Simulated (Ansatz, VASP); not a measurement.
## In in VASP and in Ansatz

```xyz
1
Lattice="-1.9073 1.9073 1.9073 1.9073 -1.9073 1.9073 1.9073 1.9073 -1.9073" Properties=species:S:1:pos:R:3 pbc="T T T"
In    0.0000    0.0000    0.0000
```

This isn't the form of In at room conditions, which is tetragonal.

Alike in both runs: task single point; functional PBE; k mesh 9 × 9 × 9; occupations fermi-dirac, width 0.05 eV; no spin polarisation.

```csv
,VASP,Ansatz
version,VASP 6.6.1,Ansatz 0.2.0
potentials or method,"VASP PAW PBE potentials, release 64 (In_d)","plane waves, PAW"
plane-wave cutoff (eV),520,550
valence electrons in the cell,13,13
```

```tsv
	VASP	Ansatz	Ansatz less VASP
pressure (GPa)	0.3	0.4	+0.03
```

With one functional, cell and mesh, what is left measures potentials, basis and numerics. Ansatz warned: «stress_scf_threshold_loose».
